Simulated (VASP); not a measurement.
A run of VASP 6.6.1:

File INCAR:

```
SYSTEM = CdTe
  PREC = Accurate
  ENCUT = 520
  EDIFF = 1E-7
  ISMEAR = 0
  SIGMA = 0.02
  LREAL = .FALSE.
  LASPH = .TRUE.
  NELM = 60
  ALGO = Normal
  ISIF = 2
  LWAVE = .FALSE.
  LCHARG = .FALSE.
  LNONCOLLINEAR = .TRUE.
  MAGMOM = 0 0 0 0 0 0
  LORBIT = 11
  LSORBIT = .TRUE.
  GGA_COMPAT = .FALSE.
  METAGGA = R2SCAN
  LMIXTAU = .TRUE.
```

The input KPOINTS:

```
Automatic mesh
0
G
  8 8 8
  0 0 0
```

File POSCAR:

```
CdTe
1.0
    0.0000000000      3.2405000000      3.2405000000
    3.2405000000      0.0000000000      3.2405000000
    3.2405000000      3.2405000000      0.0000000000
Cd Te
1 1
Direct
    0.0000000000      0.0000000000      0.0000000000
    0.2500000000      0.2500000000      0.2500000000
```

Potentials or basis: VASP PAW PBE potentials, release 64 (Cd, Te).

Launch:

```console
$ cat potpaw_PBE.64/Cd/POTCAR potpaw_PBE.64/Te/POTCAR > POTCAR
$ mpirun -np 1 vasp_ncl > vasp.out
```

Hardware: 1 thread of Intel(R) Xeon(R) Platinum 8259CL CPU @ 2.50GHz (Skylake/Cascade Lake) (shared host).

Task: Estimate the wall time of this run.

Result: Wall time 18 min on 1 thread of Intel(R) Xeon(R) Platinum 8259CL CPU @ 2.50GHz (Skylake/Cascade Lake), with other jobs on the host, peak memory 0.53 GiB. Counts: scf iterations 19, k points 43.
